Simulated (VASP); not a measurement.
# SrTiO3 (Tausonite) (Pm-3m) in VASP: further runs

One crystal, SrTiO3 (Tausonite), is run at these levels: LDA, PBE; tasks: relaxation of cell and atoms.

Program: VASP 6.6.1. These are calculated values, not measurements. Logs are shortened: lines on timing, memory, paths and dates and some standing lists are left out, and cuts for length are marked.

### Step 1. The structure

The structure is cubic, space group Pm-3m (No. 221). Conventional cell: a = 3.860 Å, b = 3.860 Å, c = 3.860 Å, α = 90.00°, β = 90.00°, γ = 90.00°. Sr (site symmetry m-3m) is surrounded by 12 O at 2.73 Å. Ti (site symmetry m-3m) is surrounded by 6 O at 1.93 Å. O (site symmetry 4/mmm) has 2 Ti at 1.93 Å as nearest neighbours.

### Step 2. Relaxation of cell and atoms, LDA

INCAR

```
SYSTEM = SrTiO3
PREC     = Accurate       ! precision mode
ENCUT    = 600            ! plane-wave cutoff, eV
EDIFF    = 1E-7           ! SCF threshold, eV
ISMEAR   = 0              ! smearing method
SIGMA    = 0.03           ! smearing width, eV
LREAL    = .False.        ! projectors in reciprocal space
LASPH    = .True.         ! aspherical terms in the spheres
NELM     = 80             ! most SCF steps
ALGO     = Normal         ! electronic algorithm
ISIF     = 3              ! what is computed and relaxed
LWAVE    = .False.        ! write WAVECAR
LCHARG   = .False.        ! write CHGCAR
GGA      = CA             ! functional
IBRION   = 2              ! ionic algorithm
NSW      = 90             ! ionic steps
EDIFFG   = -0.005         ! ionic threshold
```

KPOINTS

```
regular mesh
0
Gamma
  8 8 8
  0 0 0
```

POSCAR

```
SrTiO3                                  
1.0
    3.8601041381     -0.0000000000      0.0000000000
    0.0000000000      3.8601041381      0.0000000000
   -0.0000000000     -0.0000000000      3.8601041381
  Sr              Ti              O             
     1     1     3
Direct
     0.5000000000000000    0.5000000000000000    0.5000000000000000
     0.0000000000000000    0.0000000000000000    0.0000000000000000
     0.5000000000000000    0.0000000000000000    0.0000000000000000
     0.0000000000000000    0.5000000000000000    0.0000000000000000
     0.0000000000000000    0.0000000000000000    0.5000000000000000
```

Potentials or basis: VASP PAW LDA potentials, release 64 (Sr_sv, Ti_sv, O).

The run is started by

```bash
$ cat potpaw_LDA.64/Sr_sv/POTCAR potpaw_LDA.64/Ti_sv/POTCAR potpaw_LDA.64/O/POTCAR > POTCAR
$ mpirun -np 1 vasp_std > vasp.out
```

OUTCAR:

```text
SYSTEM = SrTiO3
   PREC = Accurate
   ENCUT = 600
   EDIFF = 1E-7
   ISMEAR = 0
   LREAL = .False.
   LASPH = .True.
   NELM = 80
   ISIF = 3
   GGA = CA
   IBRION = 2
   NSW = 90
   EDIFFG = -0.005

 ion  position               nearest neighbor table
   1  0.500  0.500  0.500-   3 2.73   4 2.73   5 2.73   3 2.73   4 2.73   3 2.73   5 2.73   3 2.73
                             4 2.73   5 2.73   4 2.73   5 2.73   2 3.34   2 3.34   2 3.34   2 3.34
   2  0.000  0.000  0.000-   3 1.93   4 1.93   5 1.93   5 1.93   4 1.93   3 1.93   1 3.34   1 3.34
                             1 3.34   1 3.34   1 3.34   1 3.34   1 3.34   1 3.34
   3  0.500  0.000  0.000-   2 1.93   2 1.93   1 2.73   1 2.73   1 2.73   1 2.73
   4  0.000  0.500  0.000-   2 1.93   2 1.93   1 2.73   1 2.73   1 2.73   1 2.73
   5  0.000  0.000  0.500-   2 1.93   2 1.93   1 2.73   1 2.73   1 2.73   1 2.73

  LATTYP: Found a simple cubic cell.
 ALAT       =     3.8601041381

  Lattice vectors:

 A1 = (   3.8601041381,   0.0000000000,   0.0000000000)
 A2 = (   0.0000000000,   3.8601041381,   0.0000000000)
 A3 = (   0.0000000000,   0.0000000000,   3.8601041381)

Analysis of symmetry for initial positions (statically):
=====================================================================
 Subroutine PRICEL returns:
 Original cell was already a primitive cell.

 Routine SETGRP: Setting up the symmetry group for a
 simple cubic supercell.

 Subroutine GETGRP returns: Found 48 space group operations
 (whereof 48 operations were pure point group operations)
 out of a pool of 48 trial point group operations.

The static configuration has the point symmetry O_h .

Analysis of symmetry for dynamics (positions and initial velocities):
=====================================================================
 Subroutine PRICEL returns:
 Original cell was already a primitive cell.

 Routine SETGRP: Setting up the symmetry group for a
 simple cubic supercell.

 Subroutine GETGRP returns: Found 48 space group operations
 (whereof 48 operations were pure point group operations)
 out of a pool of 48 trial point group operations.

The dynamic configuration has the point symmetry O_h .

 Subroutine INISYM returns: Found 48 space group operations
 (whereof 48 operations are pure point group operations),
 and found     1 'primitive' translations

----------------------------------------------------------------------------------------

                                     Primitive cell

  volume of cell :      57.5171

  direct lattice vectors                    reciprocal lattice vectors
     3.860104138  0.000000000  0.000000000     0.259060368  0.000000000  0.000000000
     0.000000000  3.860104138  0.000000000     0.000000000  0.259060368  0.000000000
     0.000000000  0.000000000  3.860104138     0.000000000  0.000000000  0.259060368

  length of vectors
     3.860104138  3.860104138  3.860104138     0.259060368  0.259060368  0.259060368

  position of ions in fractional coordinates (direct lattice)
     0.500000000  0.500000000  0.500000000
     0.000000000  0.000000000  0.000000000
     0.500000000  0.000000000  0.000000000
     0.000000000  0.500000000  0.000000000
     0.000000000  0.000000000  0.500000000

  ion indices of the primitive-cell ions
   primitive index   ion index
                 1           1
                 2           2
                 3           3
                 4           4
                 5           5

----------------------------------------------------------------------------------------

 KPOINTS: regular mesh

Automatic generation of k-mesh.
 Grid dimensions read from file:
 generate k-points for:    8    8    8

 Generating k-lattice:

  Cartesian coordinates                     Fractional coordinates (reciprocal lattice)
     0.032382546  0.000000000  0.000000000     0.125000000  0.000000000  0.000000000
     0.000000000  0.032382546  0.000000000     0.000000000  0.125000000  0.000000000
     0.000000000  0.000000000  0.032382546     0.000000000  0.000000000  0.125000000

  Length of vectors
     0.032382546  0.032382546  0.032382546

  Shift w.r.t. Gamma in fractional coordinates (k-lattice)
     0.000000000  0.000000000  0.000000000

 Subroutine IBZKPT returns following result:
 ===========================================

 Found     35 irreducible k-points:

 Following reciprocal coordinates:
            Coordinates               Weight
  0.000000  0.000000  0.000000      1.000000
  0.125000  0.000000  0.000000      6.000000
  0.250000  0.000000  0.000000      6.000000
  0.375000  0.000000  0.000000      6.000000
  0.500000  0.000000  0.000000      3.000000
  0.125000  0.125000  0.000000     12.000000
[... 16 lines left out ...]
  0.375000  0.375000  0.125000     24.000000
  0.500000  0.375000  0.125000     24.000000
 [... further k-points ...]
   k-points           NKPTS =     35   k-points in BZ     NKDIM =     35   number of bands    NBANDS=     24
   number of dos      NEDOS =    301   number of ions     NIONS =      5
   total plane-waves  NPLWV =  32768
   dimension x,y,z NGX =    32 NGY =   32 NGZ =   32
   dimension x,y,z NGXF=    64 NGYF=   64 NGZF=   64
   ions per type =               1   1   3
   NGX,Y,Z   is equivalent  to a cutoff of  13.78, 13.78, 13.78 a.u.
   NGXF,Y,Z  is equivalent  to a cutoff of  27.56, 27.56, 27.56 a.u.
 SYSTEM =  SrTiO3
   PREC   = accura    normal or accurate (medium, high low for compatibility)
   ISTART =      0    job   : 0-new  1-cont  2-samecut
   ICHARG =      2    charge: 1-file 2-atom 10-const
   ISPIN  =      1    spin polarized calculation?
   LNONCOLLINEAR =      F non collinear calculations
   LSORBIT =      F    spin-orbit coupling
   LASPH  =      T    aspherical Exc in radial PAW
   ENCUT  =  600.0 eV  44.10 Ry    6.64 a.u.   7.71  7.71  7.71*2*pi/ulx,y,z
   NELM   =     80;   NELMIN=  2; NELMDL= -5     # of ELM steps
   EDIFF  = 0.1E-06   stopping-criterion for ELM
   LREAL  =      F    real-space projection
   EDIFFG = -.5E-02   stopping-criterion for IOM
   NSW    =     90    number of steps for IOM
   IBRION =      2    ionic relax: 0-MD 1-quasi-New 2-CG
   NFREE  =      1    steps in history (QN), initial steepest desc. (CG)
   ISIF   =      3    stress and relaxation
   ISYM   =      2    0-nonsym 1-usesym 2-fastsym
   POTIM  = 0.5000    time-step for ionic-motion
   TEBEG  =    0.0;   TEEND  =   0.0 temperature during run
   PSTRESS=    0.0 pullay stress
   NELECT =      40.0000    total number of electrons
   NUPDOWN=      -1.0000    fix difference up-down
   EMIN   =  10.00;   EMAX   =-10.00  energy-range for DOS
   EFERMI =   0.00;   METHOD = LEGACY
   ISMEAR =     0;   SIGMA  =   0.03  broadening in eV -4-tet -1-fermi 0-gaus
   EFERMI_NEDOS =   21; number of points for ismear=-14 and -15
   IALGO  =     38    algorithm
   IMIX   =      4    mixing-type and parameters
     AMIX     =   0.40;   BMIX     =  1.00
     AMIX_MAG =   1.60;   BMIX_MAG =  1.00
  volume/ion in A,a.u.               =      11.50        77.63
  Fermi-wavevector in a.u.,A,eV,Ry     =   1.450427  2.740909 28.623091  2.103738
  Thomas-Fermi vector in A             =   2.568040
   LORBIT       =      0    0 simple, 1 ext, 2 COOP (PROOUT), +10 PAW based schemes
   GGA     = CA    functional components
   LHFCALC =     F    Hartree Fock is set to
   AEXX    =    0.0000 exact exchange contribution
   IVDW    =     0    specifies the selected vdW correction
   LEPSILON=     F    determine dielectric tensor
   LRPA    =     F    only Hartree local field effects (RPA)
 conjugate gradient relaxation of ions
 non-spin polarized calculation
 Gauss-broadening in eV      SIGMA  =   0.03
  energy-cutoff  :      600.00
  volume of cell :       57.52
 maximum number of plane-waves:      1936
 NGX is ok and might be reduce to    32
   NGX = 15   NGY = 15   NGZ = 15

 number of electron      39.9999996 magnetization

 Free energy of the ion-electron system (eV)
  ---------------------------------------------------
  ext. energy  EPLUGINS =         0.00000000
  ---------------------------------------------------
  free energy    TOTEN  =       -44.18468012 eV

  energy without entropy =      -44.18468012  energy(sigma->0) =      -44.18468012

 E-fermi :   4.3073     XC(G=0): -11.9768

 val. band max:        4.1688796103   @ k =   0.5000   0.5000   0.5000
 cond. band min:       5.9781138173   @ k =   0.0000   0.0000   0.0000
 fundamental gap:      1.8092342070
 Fermi energy:         4.3073003553

 k-point     1 :       0.0000    0.0000    0.0000
  band No.  band energies     occupation
      1     -51.4172      2.00000
      2     -28.2230      2.00000
      3     -28.0946      2.00000
      4     -28.0946      2.00000
      5     -28.0946      2.00000
      6     -13.0889      2.00000
[... 16 lines left out ...]
     23       5.9781      0.00000
     24       8.7421      0.00000

 k-point     2 :       0.1250    0.0000    0.0000
  band No.  band energies     occupation
      1     -51.4168      2.00000
      2     -28.2401      2.00000
      3     -28.0940      2.00000
      4     -28.0940      2.00000
      5     -28.0857      2.00000
      6     -13.1027      2.00000
[... 16 lines left out ...]
     23       6.3662      0.00000
     24       8.7573      0.00000

 k-point     3 :       0.2500    0.0000    0.0000
  band No.  band energies     occupation
      1     -51.4161      2.00000
      2     -28.2773      2.00000
      3     -28.0927      2.00000
      4     -28.0927      2.00000
      5     -28.0680      2.00000
      6     -13.1946      2.00000
[... 16 lines left out ...]
     23       7.1420      0.00000
     24       8.7733      0.00000
[... 514 lines left out ...]
 k-point    23 :       0.3750    0.3750    0.1250
  band No.  band energies     occupation
      1     -51.4134      2.00000
      2     -28.2336      2.00000
      3     -28.1652      2.00000
      4     -28.1080      2.00000
      5     -28.0970      2.00000
      6     -12.6782      2.00000
[... 16 lines left out ...]
     23       8.2963      0.00000
     24      10.2462      0.00000

 k-point    24 :       0.5000    0.3750    0.1250
  band No.  band energies     occupation
      1     -51.4132      2.00000
      2     -28.2228      2.00000
      3     -28.1647      2.00000
      4     -28.1239      2.00000
      5     -28.1005      2.00000
      6     -12.5820      2.00000
[... 16 lines left out ...]
     23       8.4580      0.00000
     24      10.2809      0.00000

 [... further k-points ...]

------------------------ aborting loop because EDIFF is reached ----------------------------------------

  FORCE on cell =-STRESS in cart. coord.  units (eV):
  Direction    XX          YY          ZZ          XY          YZ          ZX
  --------------------------------------------------------------------------------------
  -------------------------------------------------------------------------------------
  Total       -0.0166958     -0.0166958     -0.0166958     -0.0000000     -0.0000000     -0.0000000
  in kB       -0.4650737     -0.4650737     -0.4650737     -0.0000000     -0.0000000     -0.0000000
  external PRESSURE =      -0.4650737 kB  Pullay stress =       0.0000000 kB

 VOLUME and BASIS-vectors are now :
 -----------------------------------------------------------------------------
  energy-cutoff  :      600.00
  volume of cell :       57.52
      direct lattice vectors                 reciprocal lattice vectors
     3.860104138  0.000000000  0.000000000     0.259060368  0.000000000  0.000000000
     0.000000000  3.860104138  0.000000000     0.000000000  0.259060368  0.000000000
     0.000000000  0.000000000  3.860104138     0.000000000  0.000000000  0.259060368

 POSITION                                       TOTAL-FORCE (eV/Angst)
 -----------------------------------------------------------------------------------
      1.93005      1.93005      1.93005         0.000000      0.000000      0.000000
      0.00000      0.00000      0.00000         0.000000      0.000000      0.000000
      1.93005      0.00000      0.00000         0.000000      0.000000      0.000000
      0.00000      1.93005      0.00000         0.000000      0.000000      0.000000
      0.00000      0.00000      1.93005         0.000000      0.000000      0.000000
 -----------------------------------------------------------------------------------
    total drift:                                0.000000      0.000000     -0.000000

  FREE ENERGIE OF THE ION-ELECTRON SYSTEM (eV)
  ---------------------------------------------------
  free  energy   TOTEN  =       -44.1846801169 eV

  energy  without entropy=      -44.1846801169  energy(sigma->0) =      -44.18468012

 reached required accuracy - stopping structural energy minimisation
```

It took 24 s on 1 thread of Intel Xeon 6975P-C (Granite Rapids), shared host; peak memory 0.19 GiB.

Results:

```yaml
Free_energy: -44.1847 eV
Pressure_after_relaxing: 0.0 GPa
Band_gap_on_the_k_mesh: 1.81 eV, indirect (least direct gap 2.15 eV)
```

Final structure:
```
Sr Ti O
1.0
     3.86010    0.00000    0.00000
     0.00000    3.86010    0.00000
     0.00000    0.00000    3.86010
Sr Ti O
1 1 3
Direct
  0.50000 0.50000 0.50000
  0.00000 0.00000 0.00000
  0.50000 0.00000 0.00000
  0.00000 0.50000 0.00000
  0.00000 0.00000 0.50000
```

Caveat: the relaxation stopped at its first step, so nothing moved.

(Continued in part 2 of 2.)
